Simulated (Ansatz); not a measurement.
## ZrN: relaxation of cell and atoms with revPBE

Crystal: ZrN.

```
Zr N
1.0
     0.00000    2.30000    2.30000
     2.30000    0.00000    2.30000
     2.30000    2.30000    0.00000
Zr N
1 1
Direct
  0.50000 0.50000 0.50000
  0.00000 0.00000 0.00000
```

```
Program             : Ansatz 0.2.0
Task                : relaxation of cell and atoms
Functional          : revPBE
Potentials or basis : all-electron LAPW, scalar-relativistic
Basis error allowed : 0.001 eV/atom
k mesh              : 10 × 10 × 10
Occupations         : fermi-dirac, width 0.05 eV
Spin                : no spin polarisation
```

* Relaxed volume: 12.27 Å³/atom
* Relaxed cell: a = 3.261 Å, b = 3.261 Å, c = 3.261 Å, α = 60.00°, β = 60.00°, γ = 60.00°
* Space group after relaxing (to 0.05 Å): Fm-3m (No. 225)
* Energy gained by relaxing: 0.6 meV/atom
* Ionic steps: 4
* Pressure after relaxing: 0.0 GPa

The path:
```tsv
step	energy change (eV)	largest force (eV/Å)	volume (Å³)
1	0.0000	0.0000	24.33
2	-0.0007	0.0000	24.65
3	-0.0012	0.0000	24.53
4	-0.0012	0.0000	24.53
```

Final structure:
```yaml
crystal:
  lattice:
    - [0.00000, 2.30616, 2.30616]
    - [2.30616, 0.00000, 2.30616]
    - [2.30616, 2.30616, 0.00000]
  atoms:
    - { symbol: Zr, position: [0.50000, 0.50000, 0.50000] }
    - { symbol: N, position: [0.00000, 0.00000, 0.00000] }
```

It took 17 s on 1 thread of Arm Neoverse V2 (shared host), peak memory 0.3 GiB.

revPBE gives volumes clearly too large for solids. Zero-point motion and thermal expansion aren't in these numbers.
